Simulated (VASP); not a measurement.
**PtSe2 (Sudovikovite): equation of state with PBEsol**

PtSe2 (Sudovikovite):

```
Pt Se
1.0
     3.72400    0.00000    0.00000
    -1.86200    3.22508    0.00000
     0.00000    0.00000    5.06200
Pt Se
1 2
Direct
  0.00000 0.00000 0.00000
  0.66667 0.33333 0.75000
  0.33333 0.66667 0.25000
```

- Program: VASP 6.6.1
- Task: equation of state
- Functional: PBEsol
- Potentials or basis: VASP PAW PBE potentials, release 64 (Pt, Se)
- Cutoff: 520 eV
- k mesh: 8 × 8 × 5
- Occupations: fermi-dirac, width 0.05 eV
- Spin: no spin polarisation
- Ladder: free
- Further INCAR settings: ALGO = Normal; EDIFF = 1e-07; NBANDS = 18

```yaml
Equilibrium_volume: 20.61 Å³/atom
Bulk_modulus_at_fixed_shape_and_positions: 128 GPa
Pressure_derivative_of_the_bulk_modulus: 4.9
```

Energy against volume, from the lowest point:
| volume (Å³/atom) | energy (meV/atom) |
| --- | --- |
| 19.049 | 54.90 |
| 19.455 | 28.85 |
| 19.860 | 11.65 |
| 20.265 | 2.31 |
| 20.671 | 0.00 |
| 21.076 | 3.93 |
| 21.481 | 13.42 |

All runs of the series together: 2.2 min on 1 thread of AMD EPYC 9R45 96-Core Processor (Zen 5), on a shared host.

Caveat: the cell was scaled at fixed shape and fractional positions, which overstates the stiffness of a crystal with free parameters, most of all of layers and chains; the PAW data sets were made with another functional, which shifts forces and pressure a little. The run has no spin-orbit coupling, so splittings on Pt are missing.
